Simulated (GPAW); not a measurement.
# CoO (I4/mmm) in GPAW: a series of runs

The runs below take CoO through single point, with PBE.

Program: GPAW 26.7.0. These are calculated values, not measurements. Logs are shortened: lines on timing, memory, paths and dates and some standing lists are left out, and cuts for length are marked. The log counts tension as positive stress, the text compression.

## Step 1: The cell of the first run

Symmetry: I4/mmm, No. 139, tetragonal system. Conventional cell: a = 3.016 Å, b = 3.016 Å, c = 4.215 Å, α = 90.00°, β = 90.00°, γ = 90.00°. Co (site symmetry 4/mmm) has 6 O at 2.11 to 2.13 Å as nearest neighbours. Around O (site symmetry 4/mmm) lie 6 Co at 2.11 to 2.13 Å.

## Step 2: Single point, PBE, collinear spin, ferrimagnetic start (the cell as VASP's run set it)

Contents of run.py:

```python
from ase.dft.bandgap import bandgap
from ase.io import read, write
from ase.units import GPa
from gpaw import GPAW, PW

atoms = read('CoO.xyz')
atoms.set_initial_magnetic_moments([2.0, -1.0, 0.0, 0.0])

calc = GPAW(mode=PW(800),
            xc='PBE',
            kpts={'size': (6, 6, 5), 'gamma': True},
            occupations={'name': 'methfessel-paxton', 'order': 0, 'width': 0.05},
            nbands=30,
            convergence={'density': 1e-05, 'energy': 1e-05},
            maxiter=150,
            txt='gpaw.txt')
atoms.calc = calc
energy = atoms.get_potential_energy()
forces = atoms.get_forces()
stress = atoms.get_stress()
calc.write('gs.gpw')
write('result.traj', atoms)
print(f'Energy: {energy:.6f} eV')
print('Forces (eV/A):')
print(forces.round(4))
print('Stress (GPa):', (stress / GPa).round(3))
print('Moments:', calc.get_magnetic_moments().round(3))
print('Fermi level:', round(calc.get_fermi_level(), 4), 'eV')
print(f'Gap: {bandgap(calc)[0]:.4f} eV, direct: {bandgap(calc, direct=True)[0]:.4f} eV')
```

Contents of CoO.xyz:

```xyz
4
Lattice="3.0160008800 0.0000000000 0.0000000000 0.0000000000 3.0160008800 0.0000000000 0.0000000000 0.0000000000 4.2145007200" Properties=species:S:1:pos:R:3 pbc="T T T"
Co     0.0000000000      0.0000000000      0.0000000000
Co     1.5080004400      1.5080004400      2.1072503600
O      0.0000000000      0.0000000000      2.1072503600
O      1.5080004400      1.5080004400      0.0000000000
```

Potentials or basis: GPAW PAW data sets (gpaw-data 1.2.1), pw.

Started as:

```sh
$ OMP_NUM_THREADS=1 python run.py
```

gpaw.txt:

```text
__  _  _
 | _ |_)|_||  |
 |__||  | ||/\| - 26.7.0

Input parameters:
  mode=PW(ecut=800.0),
  convergence={'density': 1e-05, 'energy': 1e-05},
  kpts=MonkhorstPack(size=(6, 6, 5), gamma=True),
  maxiter=150,
  nbands=30,
  occupations=Occupations(name='methfessel-paxton', order=0, width=0.05),
  xc=XC(name='PBE')

Diagonalizing LCAO Hamiltonian
Converting LCAO to pw mode
   .------.
  /|      |
 * |      |
 | |      |
 | | Co   |
 O .------.
 |/  O   /
 Co-----*

Atoms  # Å, Bohr magnetons
|   | symbol |        x |        y |        z |    initial magnetic moments |
|---|--------|----------|----------|----------|-----------------------------|
| 0 |     Co | 0.000000 | 0.000000 | 0.000000 | ( 0.0000,  0.0000,  2.0000) |
| 1 |     Co | 1.508000 | 1.508000 | 2.107250 | ( 0.0000,  0.0000, -1.0000) |
| 2 |      O | 0.000000 | 0.000000 | 2.107250 | ( 0.0000,  0.0000,  0.0000) |
| 3 |      O | 1.508000 | 1.508000 | 0.000000 | ( 0.0000,  0.0000,  0.0000) |

Unit cell  # Å
| periodic |        x |        y |        z |  lengths |    angles |
|----------|----------|----------|----------|----------|-----------|
|      yes | 3.016001 | 0.000000 | 0.000000 | 3.016001 | 90.000000 |
|      yes | 0.000000 | 3.016001 | 0.000000 | 3.016001 | 90.000000 |
|      yes | 0.000000 | 0.000000 | 4.214501 | 4.214501 | 90.000000 |

Number of symmetries: 16
Symmetry operations  # r_c * U_cc + t_c -> r_c
|    | kind |            matrix            |
|----|------|------------------------------|
|  0 |  E   |  1, 0, 0,  0, 1, 0,  0, 0, 1 |
|  1 |  σ   |  1, 0, 0,  0, 1, 0,  0, 0,-1 |
|  2 |  σ   |  1, 0, 0,  0,-1, 0,  0, 0, 1 |
|  3 |  C2  |  1, 0, 0,  0,-1, 0,  0, 0,-1 |
|  4 |  σ   |  0, 1, 0,  1, 0, 0,  0, 0, 1 |
|  5 |  C2  |  0, 1, 0,  1, 0, 0,  0, 0,-1 |
|  6 |  C4  |  0, 1, 0, -1, 0, 0,  0, 0, 1 |
|  7 |  S4  |  0, 1, 0, -1, 0, 0,  0, 0,-1 |
|  8 |  C4  |  0,-1, 0,  1, 0, 0,  0, 0, 1 |
|  9 |  S4  |  0,-1, 0,  1, 0, 0,  0, 0,-1 |
| 10 |  σ   |  0,-1, 0, -1, 0, 0,  0, 0, 1 |
| 11 |  C2  |  0,-1, 0, -1, 0, 0,  0, 0,-1 |
| 12 |  σ   | -1, 0, 0,  0, 1, 0,  0, 0, 1 |
| 13 |  C2  | -1, 0, 0,  0, 1, 0,  0, 0,-1 |
| 14 |  C2  | -1, 0, 0,  0,-1, 0,  0, 0, 1 |
| 15 |  i   | -1, 0, 0,  0,-1, 0,  0, 0,-1 |

BZ-sampling:
  Number of BZ points: 180
  Number of IBZ points: 30

  Monkhorst-Pack size: [6, 6, 5]
  Monkhorst-Pack shift: [0.08333333333333333, 0.08333333333333333, 0.0]

K-points  # in reciprocal-cell coordinates
|     |                                coordinates |     weight |
|-----|--------------------------------------------|------------|
|   0 | (  0.00000000,   0.00000000,   0.00000000) | 0.00555556 |
|   1 | (  0.00000000,   0.00000000,   0.20000000) | 0.01111111 |
|   2 | (  0.00000000,   0.00000000,   0.40000000) | 0.01111111 |
|   3 | (  0.16666667,   0.00000000,   0.00000000) | 0.02222222 |
|   4 | (  0.16666667,   0.00000000,   0.20000000) | 0.04444444 |
|   5 | (  0.16666667,   0.00000000,   0.40000000) | 0.04444444 |
|   6 | (  0.16666667,   0.16666667,   0.00000000) | 0.02222222 |
|   7 | (  0.16666667,   0.16666667,   0.20000000) | 0.04444444 |
|   8 | (  0.16666667,   0.16666667,   0.40000000) | 0.04444444 |
|   9 | (  0.33333333,   0.00000000,   0.00000000) | 0.02222222 |
| ... |                                            |            |
|  29 | (  0.50000000,   0.50000000,   0.40000000) | 0.01111111 |

Plane wave coefficients: 1986
Cutoff: 800.0 eV

Spin-components: 2 (collinear spins)
Bands:           30
Projectors:      22
Spin-degeneracy: 1
Datatype:        complex128

Parallelization:
  kpt:    1
  domain: 1
  band:   1

Density:
  Valence electrons: 30.0
  Components: 2
  Grid points: [20 20 28]
  Charge: 0.0  # |e|

Potential:
  Grid points: [20 20 28]

species:
  Co:
    name:    Cobalt
    Z:       27.0
    valence: 9
    core:    18
    charge:  0.0  # [|e|]
    compensation charges:
      type: gauss
      rc: 0.32  # [Å]
      lmax: 2
    cutoffs:
      filter: 1.87  # [Å]
      core: 2.55  # [Å]
    projectors
    | kind |    occ | energy [eV] | rcut [Å] |
    |------|--------|-------------|----------|
    |   4s |  2.000 |      -5.469 |    1.005 |
    |   4p |  0.000 |      -1.277 |    1.058 |
    |   3d |  7.000 |      -8.205 |    1.005 |
    |    s |        |      21.742 |    1.005 |
    |    p |        |      25.934 |    1.058 |
    |    d |        |      19.007 |    1.005 |

    Using partial waves for Co as LCAO basis

  O:
    name:    Oxygen
    Z:       8.0
    valence: 6
    core:    2
    charge:  0.0  # [|e|]
    compensation charges:
      type: gauss
      rc: 0.21  # [Å]
      lmax: 2
    cutoffs:
      filter: 1.17  # [Å]
      core: 0.83  # [Å]
    projectors
    | kind |    occ | energy [eV] | rcut [Å] |
    |------|--------|-------------|----------|
    |   2s |  2.000 |     -23.961 |    0.688 |
    |   2p |  4.000 |      -9.029 |    0.598 |
    |    s |        |       3.251 |    0.688 |
    |    p |        |      18.182 |    0.598 |
    |    d |        |       0.000 |    0.619 |

    Using partial waves for O as LCAO basis

Reference energy: -79887.124414  # eV

eigensolver:
  PPCG
  Converge bands: occupied
  niter=2

density mixing:
  MSR1-Mixer
  Pratt-step length: 0.05
  Maximum mixing coefficient: 0.75
  Old densities: 10
  SVD Regularization: 0.005
  Good broyden scale: 1.0
  Trust region scale: 1.0
  Backstep threshold: 4.0
  History deletion threshold: 6.0
  Fourier metric: weight=20.0, sigma=0.015

occupation numbers:
  Methfessel-Paxton:
    width: 0.0500  # eV
    order: 0

poisson solver:
  ecut: 6400.0  # eV

xc functional:
  name: PBE with 2 nearest neighbor stencil

convergence criteria:
- Maximum integral of absolute [dens]ity change: 1e-05 electrons / valence electron
- Maximum [total energy] change in last 3 cyles: 1e-05 eV / valence electron
- Maximum integral of absolute [eigenst]ate change: 4e-08 eV^2 / valence electron
maximum number of iterations: 150

SCF iterations
|iter     | |      energy | eigst |  dens |  magmom |
|---------|-|-------------|-------|-------|---------|
|iter:   1| |  -29.183249 | +0.04 |       |  +1.0008|
|iter:   2| |  -29.628141 | -1.89 | -0.79 |  +1.0642|
|iter:   3| |  -28.836607 | -2.67 | -0.63 |  +1.0233|
|iter:   4| |  -28.525799 | -2.51 | -0.95 |  +1.0344|
|iter:   5| |  -28.421233 | -2.48 | -1.06 |  +1.0534|
|iter:   6| |  -28.442561 | -2.73 | -1.21 |  +1.0501|
|iter:   7| |  -28.556311 | -2.78 | -1.35 |  +1.0175|
|iter:   8| |  -28.664513 | -3.02 | -1.46 |  +0.9554|
|iter:   9| |  -28.758156 | -2.78 | -1.64 |  +0.8495|
|iter:  10| |  -28.756327 | -2.79 | -1.42 |  +0.5882|
|iter:  11| |  -28.795616 | -2.97 | -1.49 |  +0.4536|
|iter:  12| |  -28.809545 | -3.46 | -2.06 |  +0.2457|
|iter:  13| |  -28.813648 | -3.40 | -1.78 |  +0.0613|
|iter:  14| |  -28.814628 | -4.52 | -2.21 |  +0.0593|
|iter:  15| |  -28.814826 | -4.60 | -2.31 |  +0.0195|
|iter:  16| |  -28.814862c| -5.31 | -2.97 |  +0.0019|
|iter:  17| |  -28.814854c| -6.13 | -3.02 |  +0.0052|
|iter:  18| |  -28.814858c| -6.39 | -3.21 |  +0.0050|
|iter:  19| |  -28.814863c| -6.56 | -3.63 |  -0.0031|
|iter:  20| |  -28.814861c| -7.13 | -3.89 |  +0.0005|
|iter:  21| |  -28.814862c| -8.10c| -3.98 |  +0.0005|
|iter:  22| |  -28.814862c| -7.77c| -4.35 |  -0.0001|
|iter:  23| |  -28.814862c| -8.33c| -4.89 |  -0.0000|
|iter:  24| |  -28.814862c| -9.33c| -5.59c|  +0.0000|

Converged in 24 steps
Energy contributions relative to reference atoms: (reference = -79887.124414)

Energy contributions:
  Kinetic:          54.583258
  Coulomb:         -47.937938
  Zero:              0.209406
  External:          0.000000
  Xc:              -35.666462
  Entropy:          -0.006253
  Spinorbit:         0.000000
  ----------------------------
  Free energy:     -28.817988
  Extrapolated:    -28.814862

dipole moment: (-16.491223, -16.491223, -23.044513)  # |e|*Ang

Total magnetic moment: (0.000000, 0.000000, 0.000001)

Local magnetic moments
|        x |        y |         z |
|----------|----------|-----------|
| 0.000000 | 0.000000 |  2.257646 |  # Co   0
| 0.000000 | 0.000000 | -2.257644 |  # Co   1
| 0.000000 | 0.000000 | -0.068655 |  # O    2
| 0.000000 | 0.000000 |  0.068656 |  # O    3

Fermi level: 8.828
Eigenvalues  # (at kpt = [0.000, 0.000, 0.000])
| band index |      eig [eV] | occ [0-1] |      eig [eV] | occ [0-1] |
|------------|---------------|-----------|---------------|-----------|
|          0 |       -11.355 |     1.000 |       -11.355 |     1.000 |
|        ... |               |           |               |           |
|          8 |         5.773 |     1.000 |         5.773 |     1.000 |
|          9 |         5.901 |     1.000 |         5.901 |     1.000 |
|         10 |         6.351 |     1.000 |         6.351 |     1.000 |
|         11 |         6.570 |     1.000 |         6.570 |     1.000 |
|         12 |         6.570 |     1.000 |         6.570 |     1.000 |
|         13 |         7.386 |     1.000 |         7.386 |     1.000 |
[... 8 lines left out ...]
|         22 |        24.774 |     0.000 |        24.774 |     0.000 |
|         23 |        24.774 |     0.000 |        24.774 |     0.000 |
|        ... |               |           |               |           |
|         29 |        30.670 |     0.000 |        30.670 |     0.000 |

No gap
No difference between direct/indirect transitions

Forces  # eV/Ang
|        x |        y |       z |
|----------|----------|---------|
| -0.00000 |  0.00000 | 0.00000 |  # Co   0
|  0.00000 |  0.00000 | 0.00000 |  # Co   1
|  0.00000 | -0.00000 | 0.00000 |  # O    2
|  0.00000 |  0.00000 | 0.00000 |  # O    3

Stress tensor  # eV/Ang^3
|        x |        y |         z |
|----------|----------|-----------|
| 0.027405 | 0.000000 |  0.000000 |
| 0.000000 | 0.027405 |  0.000000 |
| 0.000000 | 0.000000 | -0.013028 |

# Writing to gs.gpw (mode='')
```

Run time: 99 s. Hardware: 1 thread of Arm Neoverse V2, shared host; peak memory 0.22 GiB.

Results:

```yaml
Free_energy: -28.8180 eV
Pressure: -2.2 GPa
Band_gap_on_the_k_mesh: none (metal or under the smearing width)
Net_moment: 0.00 μB per cell
Site_moments: Co +2.26, -2.26; O -0.07, +0.07 μB
```

Levels at points of the mesh, in eV from the Fermi level:
Spin up:
| k point | band 12 | band 13 | band 14 | band 15 | band 16 | band 17 | band 18 | band 19 |
| --- | --- | --- | --- | --- | --- | --- | --- | --- |
| (0.00, 0.00, 0.00) | -2.26 | -2.26 | -1.44 | -0.25 | -0.25 | 0.30 | 0.86 | 1.20 |
| (0.50, 0.00, 0.00) | -1.41 | -0.39 | -0.06 | 0.08 | 0.09 | 1.16 | 2.54 | 6.52 |
| (0.50, 0.50, 0.00) | -2.37 | -1.99 | -0.43 | -0.43 | 0.27 | 0.86 | 0.96 | 5.93 |
Spin down:
| k point | band 11 | band 12 | band 13 | band 14 | band 15 | band 16 | band 17 | band 18 | band 19 | band 20 |
| --- | --- | --- | --- | --- | --- | --- | --- | --- | --- | --- |
| (0.00, 0.00, 0.00) | -2.48 | -2.26 | -2.26 | -1.44 | -0.25 | -0.25 | 0.30 | 0.86 | 1.20 | 6.29 |
| (0.50, 0.00, 0.00) | -1.63 | -1.41 | -0.39 | -0.06 | 0.08 | 0.09 | 1.16 | 2.54 | 6.52 | 6.63 |
| (0.50, 0.50, 0.00) | -2.37 | -2.37 | -1.99 | -0.43 | -0.43 | 0.27 | 0.86 | 0.96 | 5.93 | 6.65 |

Caveat: semilocal functionals often make such compounds metallic where correlation or magnetic order opens a gap, which also shifts bond lengths.

## Step 3: Single point, PBE, collinear spin, antiferromagnetic start (the cell as VASP's run set it)

Changes to run.py since step 2:

```diff
@@ -1,3 +1,4 @@
+from ase import Atoms
 from ase.dft.bandgap import bandgap
-from ase.io import read, write
+from ase.io import write
 from ase.units import GPa
@@ -5,4 +6,12 @@
 
-atoms = read('CoO.xyz')
-atoms.set_initial_magnetic_moments([2.0, -1.0, 0.0, 0.0])
+atoms = Atoms(['Co', 'Co', 'O', 'O'],
+              cell=[[3.01600088, 0.0, 0.0],
+                    [0.0, 3.01600088, 0.0],
+                    [0.0, 0.0, 4.21450072]],
+              scaled_positions=[[0.0, 0.0, 0.0],
+                                [0.5, 0.5, 0.5],
+                                [0.0, 0.0, 0.5],
+                                [0.5, 0.5, 0.0]],
+              pbc=True)
+atoms.set_initial_magnetic_moments([2.0, -2.0, 0.0, 0.0])
```

Potentials or basis: GPAW PAW data sets (gpaw-data 1.2.1), pw.

Started as:

```sh
$ OMP_NUM_THREADS=1 python run.py
```

gpaw.txt:

```text
__  _  _
 | _ |_)|_||  |
 |__||  | ||/\| - 26.7.0

Input parameters:
  mode=PW(ecut=800.0),
  convergence={'density': 1e-05, 'energy': 1e-05},
  kpts=MonkhorstPack(size=(6, 6, 5), gamma=True),
  maxiter=150,
  nbands=30,
  occupations=Occupations(name='methfessel-paxton', order=0, width=0.05),
  xc=XC(name='PBE')

Diagonalizing LCAO Hamiltonian
Converting LCAO to pw mode
   .------.
  /|      |
 * |      |
 | |      |
 | | Co   |
 O .------.
 |/  O   /
 Co-----*

Atoms  # Å, Bohr magnetons
|   | symbol |        x |        y |        z |    initial magnetic moments |
|---|--------|----------|----------|----------|-----------------------------|
| 0 |     Co | 0.000000 | 0.000000 | 0.000000 | ( 0.0000,  0.0000,  2.0000) |
| 1 |     Co | 1.508000 | 1.508000 | 2.107250 | ( 0.0000,  0.0000, -2.0000) |
| 2 |      O | 0.000000 | 0.000000 | 2.107250 | ( 0.0000,  0.0000,  0.0000) |
| 3 |      O | 1.508000 | 1.508000 | 0.000000 | ( 0.0000,  0.0000,  0.0000) |

Unit cell  # Å
| periodic |        x |        y |        z |  lengths |    angles |
|----------|----------|----------|----------|----------|-----------|
|      yes | 3.016001 | 0.000000 | 0.000000 | 3.016001 | 90.000000 |
|      yes | 0.000000 | 3.016001 | 0.000000 | 3.016001 | 90.000000 |
|      yes | 0.000000 | 0.000000 | 4.214501 | 4.214501 | 90.000000 |

Number of symmetries: 16
Symmetry operations  # r_c * U_cc + t_c -> r_c
|    | kind |            matrix            |
|----|------|------------------------------|
|  0 |  E   |  1, 0, 0,  0, 1, 0,  0, 0, 1 |
[... 167 lines left out ...]

Converged in 16 steps
Energy contributions relative to reference atoms: (reference = -79887.124414)

Energy contributions:
  Kinetic:          54.583253
  Coulomb:         -47.937917
  Zero:              0.209397
  External:          0.000000
  Xc:              -35.666470
  Entropy:          -0.006253
  Spinorbit:         0.000000
  ----------------------------
  Free energy:     -28.817988
  Extrapolated:    -28.814862

dipole moment: (-16.491223, -16.491223, -23.044513)  # |e|*Ang

Total magnetic moment: (0.000000, 0.000000, -0.000016)

Local magnetic moments
|        x |        y |         z |
|----------|----------|-----------|
| 0.000000 | 0.000000 |  2.257640 |  # Co   0
| 0.000000 | 0.000000 | -2.257651 |  # Co   1
| 0.000000 | 0.000000 | -0.068658 |  # O    2
| 0.000000 | 0.000000 |  0.068655 |  # O    3

Fermi level: 8.828
Eigenvalues  # (at kpt = [0.000, 0.000, 0.000])
| band index |      eig [eV] | occ [0-1] |      eig [eV] | occ [0-1] |
|------------|---------------|-----------|---------------|-----------|
|          0 |       -11.355 |     1.000 |       -11.355 |     1.000 |
|        ... |               |           |               |           |
|          8 |         5.773 |     1.000 |         5.773 |     1.000 |
|          9 |         5.901 |     1.000 |         5.901 |     1.000 |
|         10 |         6.351 |     1.000 |         6.351 |     1.000 |
|         11 |         6.570 |     1.000 |         6.570 |     1.000 |
|         12 |         6.570 |     1.000 |         6.570 |     1.000 |
|         13 |         7.386 |     1.000 |         7.386 |     1.000 |
[... 8 lines left out ...]
|         22 |        24.774 |     0.000 |        24.774 |     0.000 |
|         23 |        24.774 |     0.000 |        24.774 |     0.000 |
|        ... |               |           |               |           |
|         29 |        30.670 |     0.000 |        30.670 |     0.000 |

No gap
No difference between direct/indirect transitions

Forces  # eV/Ang
|        x |        y |       z |
|----------|----------|---------|
| -0.00000 | -0.00000 | 0.00000 |  # Co   0
| -0.00000 | -0.00000 | 0.00000 |  # Co   1
|  0.00000 |  0.00000 | 0.00000 |  # O    2
| -0.00000 | -0.00000 | 0.00000 |  # O    3

Stress tensor  # eV/Ang^3
|        x |        y |         z |
|----------|----------|-----------|
| 0.027402 | 0.000000 |  0.000000 |
| 0.000000 | 0.027402 |  0.000000 |
| 0.000000 | 0.000000 | -0.013030 |

# Writing to gs.gpw (mode='')
```

Run time: 67 s. Hardware: 1 thread of Arm Neoverse V2, shared host; peak memory 0.22 GiB.

What came out:

```yaml
Free_energy: -28.8180 eV
Pressure: -2.2 GPa
Band_gap_on_the_k_mesh: none (metal or under the smearing width)
Net_moment: 0.00 μB per cell
Site_moments: Co +2.26, -2.26; O -0.07, +0.07 μB
```

Stress tensor (GPa, compression positive):
```
-4.39  0.00  0.00
 0.00 -4.39  0.00
 0.00  0.00  2.09
```

Caveat: semilocal functionals often make such compounds metallic where correlation or magnetic order opens a gap, which also shifts bond lengths.
